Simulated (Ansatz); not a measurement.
Here is an Ansatz 0.2.0 calculation.

Contents of input.yaml:

```yaml
crystal:
  lattice:
    - [3.282, 0.0, 0.0]
    - [0.0, 3.282, 0.0]
    - [0.0, 0.0, 24.846]
  atoms:
    - { symbol: Ti, position: [0.5, 0.5, 0.3018594542] }
    - { symbol: Ti, position: [0.0, 0.0, 0.3679063028] }
    - { symbol: Ti, position: [0.5, 0.5, 0.4339531514] }
    - { symbol: Ti, position: [0.0, 0.0, 0.5] }
    - { symbol: Ti, position: [0.5, 0.5, 0.5660468486] }
    - { symbol: Ti, position: [0.0, 0.0, 0.6320936972] }
    - { symbol: Ti, position: [0.5, 0.5, 0.6981405458] }
hamiltonian:
  xc: pbe
  pseudopotentials: { kind: paw }
kpoints:
  mp_grid: { grid: [8, 8, 1] }
scf:
  occupations: { method: fermi_dirac, width: 0.05 }
output:
  forces: true
  eigenvalues: true
  write_density: true
  write_potential: true
  elf: true
  volumetric_format: npy
```

Potentials or basis: Ansatz PAW.

Run with:

```console
$ ansatz run input.yaml --threads 4 --pin off --max-ram 11264MiB --backend cpu --events-out ev --progress --plain --runs-dir out
```

Question: Estimate the largest force.

Answer: 0.613 eV/Å.

Question: What does it give for the band gap on the k mesh?

Answer: None (metal or under the smearing width).

Forces in eV/Å, atoms in the order of the input:
```
Ti   0.000  0.000  0.613
Ti   0.000  0.000 -0.376
Ti   0.000  0.000 -0.034
Ti   0.000  0.000  0.000
Ti   0.000  0.000  0.034
Ti   0.000  0.000  0.376
Ti   0.000  0.000 -0.613
```
